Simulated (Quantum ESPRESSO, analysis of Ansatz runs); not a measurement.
# A hop of O in SnO2 (P4_2/mnm), charge +2 (Quantum ESPRESSO), part 3 of 4

Wanted: path and barrier of a jump of O in SnO2 (P4_2/mnm) at charge +2. The case: V_O hop (2.9 Å), in a cell of 72 host atoms with 1 O taken out.

Quantum ESPRESSO 7.5; Quantum ESPRESSO plane-wave DFT, PBEsol, GBRV 1.5 PBEsol potentials; nudged elastic band between two relaxed defect structures at fixed charge in a uniform background.

So far: The starting structure; Relaxation of the start point, charge +2.

### Step 4. Relaxation of the end point, charge +2

Level of this step: Quantum ESPRESSO plane-wave DFT, PBEsol, GBRV 1.5 PBEsol potentials; relaxation of all atoms of a defect supercell at fixed charge in a uniform background (Quantum ESPRESSO).

The end point is relaxed in the same cell and settings, so that the two energies compare. Atoms more than 3.2 Å from the middle of the hop start where the first relaxation left them, the nearer ones on or close to their ideal places, with small random displacements. A width of 0.01 eV lets levels that lie close at the Fermi energy share an electron.

A first try with fixed occupations did not converge, so this run has a small smearing.

pw.in reads:

```
&CONTROL
  calculation = 'relax'
  prefix = 'pwscf'
  outdir = './tmp'
  pseudo_dir = './pseudo'
  tprnfor = .true.
  disk_io = 'low'
  nstep = 70
  forc_conv_thr = 0.00078
  etot_conv_thr = 0.0001
/
&SYSTEM
  ibrav = 0
  nat = 71
  ntyp = 2
  ecutwfc = 36
  ecutrho = 288
  nbnd = 312
  occupations = 'smearing'
  smearing = 'fd'
  degauss = 0.00073499
  tot_charge = 2
  nosym = .true.
/
&ELECTRONS
  conv_thr = 7d-08
  electron_maxstep = 100
  mixing_beta = 0.5
/
&IONS
  ion_dynamics = 'bfgs'
/
ATOMIC_SPECIES
Sn   118.7100 sn_pbesol_v1.4.uspp.F.UPF
O     15.9990 o_pbesol_v1.2.uspp.F.UPF
CELL_PARAMETERS angstrom
   9.5066964961    0.0000000000    0.0000000000
   0.0000000000    9.5066964961    0.0000000000
   0.0000000000    0.0000000000    9.6255699527
ATOMIC_POSITIONS crystal
Sn     0.2478836024    0.2505477115    0.1664140841
Sn     0.0057346295   -0.0059785837   -0.0008766833
[... 4 atom lines left out ...]
Sn     0.2491094315    0.2504049958    0.5003816716
[... 1 atom line left out ...]
O      0.0968717236    0.4030533195    0.4989631221
[... 2 atom lines left out ...]
O      0.4029762085    0.5960106139    0.4996883134
[... 5 atom lines left out ...]
O      0.3461227129    0.3473353684    0.6661393045
[... 3 atom lines left out ...]
O      0.4032136373    0.5959001499    0.1667647324
[... 2 atom lines left out ...]
Sn     0.2502247617    0.7499962666    0.5010148994
[... 2 atom lines left out ...]
O      0.1540526193    0.6532263618    0.3336480546
[... 9 atom lines left out ...]
O      0.6011045348    0.3986720030    0.1568076424
[... 5 atom lines left out ...]
O      0.5979383573    0.4029625234    0.4996994457
[... 16 atom lines left out ...]
Sn     0.4990845120    0.5005036387    0.3332135771
[... 2 atom lines left out ...]
O      0.6456196880    0.6544057369    0.3362990398
[... 2 atom lines left out ...]
Sn     0.5004139410    0.5009298322    0.6664043574
[... 3 atom lines left out ...]
O      0.8461454791    0.8460501636    0.6674947876
K_POINTS gamma
```

The run is started by

```
> OMP_NUM_THREADS=1 mpirun -n 4 pw.x -in pw.in > pw.out
```

The program printed:

```text
[shortened: banners, details of potentials and solvers, and blank lines are left out]
[banner, memory and clock lines left out]
     gamma-point specific algorithms are used
     one sub-group per band group will be used
     bravais-lattice index     =            0
     lattice parameter (alat)  =      17.9651  a.u.
     unit-cell volume          =    5870.5976 (a.u.)^3
     number of atoms/cell      =           71
     number of atomic types    =            2
     number of electrons       =       616.00
     number of Kohn-Sham states=          312
     kinetic-energy cutoff     =      36.0000  Ry
     charge density cutoff     =     288.0000  Ry
     scf convergence threshold =      7.0E-08
     mixing beta               =       0.5000
     number of iterations used =            8  plain     mixing
     energy convergence thresh.=      1.0E-04
     force convergence thresh. =      7.8E-04
     Exchange-correlation= SLA  PW   PSX  PSC
                           (   1   4  10   8   0   0   0)
     nstep                     =           70
     crystal axes: (cart. coord. in units of alat)
               a(1) = (   1.000000   0.000000   0.000000 )
               a(2) = (   0.000000   1.000000   0.000000 )
               a(3) = (   0.000000   0.000000   1.012504 )
     PseudoPot. # 1 for Sn read from file:
     sn_pbesol_v1.4.uspp.F.UPF
     Pseudo is Ultrasoft + core correction, Zval = 14.0
[...]
PseudoPot. # 2 for O  read from file:
     o_pbesol_v1.2.uspp.F.UPF
     Pseudo is Ultrasoft + core correction, Zval =  6.0
[...]
atomic species   valence    mass     pseudopotential
     Sn               14.00   118.71000     Sn( 1.00)
     O                 6.00    15.99900     O ( 1.00)
     No symmetry found
     site n.     atom                  positions (alat units)
         1        Sn     tau(   1) = (   0.2478836   0.2505477   0.1684950  )
         2        Sn     tau(   2) = (   0.0057346  -0.0059786  -0.0008876  )
         3        O      tau(   3) = (   0.0963147   0.4043591   0.1690523  )
         4        O      tau(   4) = (   0.3997180   0.0957297   0.1706842  )
         5        O      tau(   5) = (   0.1540331   0.1506215  -0.0004125  )
         6        O      tau(   6) = (   0.3462957   0.3460816   0.0002748  )
         7        Sn     tau(   7) = (   0.2491094   0.2504050   0.5066385  )
         8        Sn     tau(   8) = (  -0.0036855   0.0040069   0.3361491  )
[...]
number of k points=     1  Fermi-Dirac smearing, width (Ry)=  0.0007
                       cart. coord. in units 2pi/alat
        k(    1) = (   0.0000000   0.0000000   0.0000000), wk =   2.0000000
     Dense  grid:   242294 G-vectors     FFT dimensions: ( 100, 100, 100)
     Smooth grid:    85691 G-vectors     FFT dimensions: (  72,  72,  72)
     Check: negative core charge=   -0.000002
     starting charge     593.9989, renormalised to     616.0000
     Self-consistent Calculation
     iteration #  1     ecut=    36.00 Ry     beta= 0.50
     total energy              =   -5325.61850962 Ry
     estimated scf accuracy    <      19.08372965 Ry
     iteration #  2     ecut=    36.00 Ry     beta= 0.50
     total energy              =   -5330.87926306 Ry
     estimated scf accuracy    <       4.60541716 Ry
     iteration #  3     ecut=    36.00 Ry     beta= 0.50
     total energy              =   -5331.56718845 Ry
     estimated scf accuracy    <       0.83213977 Ry
[...]
estimated scf accuracy    <       0.01363852 Ry
     iteration # 10     ecut=    36.00 Ry     beta= 0.50
     total energy              =   -5331.70691938 Ry
     estimated scf accuracy    <       0.00275322 Ry
[... 140 further cycles ...]
     iteration #  7     ecut=    36.00 Ry     beta= 0.50
     total energy              =   -5331.86365509 Ry
     estimated scf accuracy    <          2.5E-09 Ry
     iteration #  8     ecut=    36.00 Ry     beta= 0.50
     End of self-consistent calculation
          k = 0.0000 0.0000 0.0000 ( 10712 PWs)   bands (ev):
   -12.1321 -12.0698 -12.0398 -11.9770 -11.8605 -11.8391 -11.7140 -11.6388
   -11.6113 -11.6084 -11.5936 -11.5909 -11.5842 -11.5634 -11.5403 -11.5363
   -11.5326 -11.4884 -11.4542 -11.4245 -11.4206 -11.4160 -11.4076 -11.3742
   -11.3736 -11.3480 -11.3336 -11.3118 -11.3016 -11.2556 -11.2379 -11.2370
   -11.2146 -11.1915 -11.1761 -11.1646 -11.1440 -11.1405 -11.1244 -11.0945
   -11.0505 -11.0316 -10.9829 -10.9578 -10.9450 -10.9014 -10.8968 -10.8936
   -10.8778 -10.8681 -10.8535 -10.8521 -10.8406 -10.8362 -10.8361 -10.8172
   -10.8057 -10.8001 -10.8000 -10.7928 -10.7871 -10.7763 -10.7762 -10.7615
[...]
the Fermi energy is     9.5457 ev
!    total energy              =   -5331.86365509 Ry
     estimated scf accuracy    <          3.5E-10 Ry
     smearing contrib. (-TS)   =      -0.00000000 Ry
     internal energy E=F+TS    =   -5331.86365509 Ry
     The total energy is F=E-TS. E is the sum of the following terms:
     one-electron contribution =   -1644.60099832 Ry
     hartree contribution      =    1297.11148502 Ry
     xc contribution           =   -1365.14030454 Ry
     ewald contribution        =   -3619.23383725 Ry
     convergence has been achieved in   8 iterations
     Forces acting on atoms (cartesian axes, Ry/au):
     atom    1 type  1   force =    -0.00010576   -0.00031937   -0.00000021
     atom    2 type  1   force =     0.00011823    0.00031324   -0.00010832
     atom    3 type  2   force =     0.00036931    0.00006957   -0.00001887
     atom    4 type  2   force =     0.00011627   -0.00001908    0.00007248
     atom    5 type  2   force =    -0.00021982   -0.00043791    0.00015768
     atom    6 type  2   force =    -0.00037469    0.00008219   -0.00004447
     atom    7 type  1   force =    -0.00020595   -0.00021254    0.00001375
     atom    8 type  1   force =    -0.00020277   -0.00029494    0.00024277
[...]
Total force =     0.004872     Total SCF correction =     0.000059
     Energy error            =      5.8E-05 Ry
     Gradient error          =      9.9E-04 Ry/Bohr
     number of scf cycles    =  17
     number of bfgs steps    =  16
     energy             old  =   -5331.8635970757 Ry
     energy             new  =   -5331.8636550901 Ry
     CASE: energy            _new < energy            _old
     new trust radius        =       0.0048385215 bohr
     new conv_thr            =       0.0000000007 Ry
ATOMIC_POSITIONS (crystal)
Sn               0.2372664422        0.2372865251        0.1520272159
Sn              -0.0036251862       -0.0043396054       -0.0021640677
O                0.1041840788        0.4035182660        0.1691432453
O                0.4030355418        0.1035404775        0.1692924487
O                0.1479061836        0.1486155217       -0.0100174053
O                0.3453465842        0.3439342364        0.0020849279
Sn               0.2372877192        0.2372107359        0.5145654667
Sn               0.0012618478        0.0004600545        0.3332513011
[...]
Check: negative core charge=   -0.000002
     Self-consistent Calculation
     iteration #  1     ecut=    36.00 Ry     beta= 0.50
     total energy              =   -5331.86368275 Ry
     estimated scf accuracy    <       0.00001957 Ry
     iteration #  2     ecut=    36.00 Ry     beta= 0.50
     total energy              =   -5331.86368468 Ry
     estimated scf accuracy    <       0.00000274 Ry
     iteration #  3     ecut=    36.00 Ry     beta= 0.50
     total energy              =   -5331.86368525 Ry
     estimated scf accuracy    <       0.00000049 Ry
[...]
estimated scf accuracy    <       0.00000003 Ry
     iteration #  6     ecut=    36.00 Ry     beta= 0.50
     total energy              =   -5331.86368537 Ry
     estimated scf accuracy    <          1.7E-09 Ry
     iteration #  7     ecut=    36.00 Ry     beta= 0.50
     total energy              =   -5331.86368537 Ry
     estimated scf accuracy    <          1.2E-09 Ry
     iteration #  8     ecut=    36.00 Ry     beta= 0.50
     End of self-consistent calculation
          k = 0.0000 0.0000 0.0000 ( 10712 PWs)   bands (ev):
   -12.1312 -12.0697 -12.0387 -11.9763 -11.8589 -11.8388 -11.7140 -11.6386
   -11.6111 -11.6090 -11.5951 -11.5908 -11.5841 -11.5641 -11.5404 -11.5359
   -11.5326 -11.4884 -11.4536 -11.4235 -11.4209 -11.4165 -11.4071 -11.3748
   -11.3741 -11.3477 -11.3327 -11.3117 -11.3020 -11.2545 -11.2378 -11.2359
   -11.2150 -11.1912 -11.1757 -11.1639 -11.1437 -11.1393 -11.1232 -11.0945
   -11.0507 -11.0312 -10.9833 -10.9575 -10.9452 -10.9016 -10.8969 -10.8943
   -10.8778 -10.8688 -10.8534 -10.8524 -10.8407 -10.8365 -10.8358 -10.8166
   -10.8055 -10.8003 -10.8001 -10.7929 -10.7867 -10.7765 -10.7758 -10.7622
[...]
the Fermi energy is     9.5475 ev
!    total energy              =   -5331.86368537 Ry
     estimated scf accuracy    <          1.6E-10 Ry
     smearing contrib. (-TS)   =      -0.00000000 Ry
     internal energy E=F+TS    =   -5331.86368537 Ry
     The total energy is F=E-TS. E is the sum of the following terms:
     one-electron contribution =   -1644.61103491 Ry
     hartree contribution      =    1297.11581347 Ry
     xc contribution           =   -1365.13980637 Ry
     ewald contribution        =   -3619.22865756 Ry
     convergence has been achieved in   8 iterations
     Forces acting on atoms (cartesian axes, Ry/au):
     atom    1 type  1   force =     0.00008015   -0.00017654    0.00021605
     atom    2 type  1   force =    -0.00014051    0.00015883   -0.00013888
     atom    3 type  2   force =     0.00030547    0.00005460    0.00038573
     atom    4 type  2   force =     0.00010641   -0.00001106    0.00041258
     atom    5 type  2   force =    -0.00000626   -0.00024371   -0.00009370
     atom    6 type  2   force =    -0.00023186    0.00016288    0.00009946
     atom    7 type  1   force =    -0.00006944   -0.00007018   -0.00018331
     atom    8 type  1   force =    -0.00006829   -0.00002846    0.00012854
[...]
Total force =     0.003416     Total SCF correction =     0.000052
     Energy error            =      3.0E-05 Ry
     Gradient error          =      7.5E-04 Ry/Bohr
     bfgs converged in  18 scf cycles and  17 bfgs steps
     (criteria: energy <  1.0E-04 Ry, force <  7.8E-04 Ry/Bohr)
     End of BFGS Geometry Optimization
     Final energy             =   -5331.8636853709 Ry
Begin final coordinates
ATOMIC_POSITIONS (crystal)
Sn               0.2372664422        0.2372865251        0.1520272159
Sn              -0.0036251862       -0.0043396054       -0.0021640677
O                0.1041840788        0.4035182660        0.1691432453
O                0.4030355418        0.1035404775        0.1692924487
O                0.1479061836        0.1486155217       -0.0100174053
O                0.3453465842        0.3439342364        0.0020849279
Sn               0.2372877192        0.2372107359        0.5145654667
Sn               0.0012618478        0.0004600545        0.3332513011
[...]
End final coordinates
```

Wall time 14 min (4 MPI ranks of Arm Neoverse V1, shared host); peak memory 1.6 GiB; 56 min of CPU time.

The steps of the relaxation:

```tsv
step	energy less that of the first step (eV)
0	0.0000
1	-0.9055
2	-1.4082
3	-1.7134
4	-1.8737
5	-1.9838
6	-2.0294
7	-2.0667
8	-2.0912
9	-2.1065
10	-2.1148
11	-2.1199
12	-2.1232
13	-2.1253
14	-2.1269
15	-2.1281
16	-2.1288
17	-2.1293
```

The atoms that moved most (Å):

```tsv
atom	dx	dy	dz	length
Sn61	0.170	0.150	0.001	0.226
Sn7	-0.112	-0.125	0.137	0.217
Sn1	-0.101	-0.126	-0.138	0.213
O38	-0.124	-0.019	0.152	0.197
O64	0.148	0.077	-0.028	0.169
O12	-0.066	-0.096	-0.057	0.130
O11	0.097	0.084	-0.010	0.129
O22	-0.067	-0.092	0.059	0.128
```

Neighbours of O12 at the end:

```tsv
atom	distance (Å)
Sn61	2.036
Sn25	2.092
Sn67	2.093
O44	2.564
O18	2.867
O28	2.887
O34	2.906
O29	2.935
O70	2.976
O35	2.992
```

Read from the output:

* highest filled level: 9.143 eV
* lowest empty level: 9.848 eV
* r.m.s. move of the farther half of the atoms: 0.04524 Å
* largest move from the ideal geometry of this structure, a common shift of the far atoms taken out: 0.2257 Å

The relaxation gained 2.129 eV and ended with a largest force component of 0.019 eV/Å. The end lies within 1 meV of the start.

[end of part 3 of 4]

[Logs are printed without paths, hosts, clocks, repeated set-up lines and the standing remarks that a program may print on its own settings, such as how far it seeks lower states.]

[Hosts, paths, dates, database ids (printed as entryN), source tags and the programs' standing remarks are cut or masked in the printed files.]
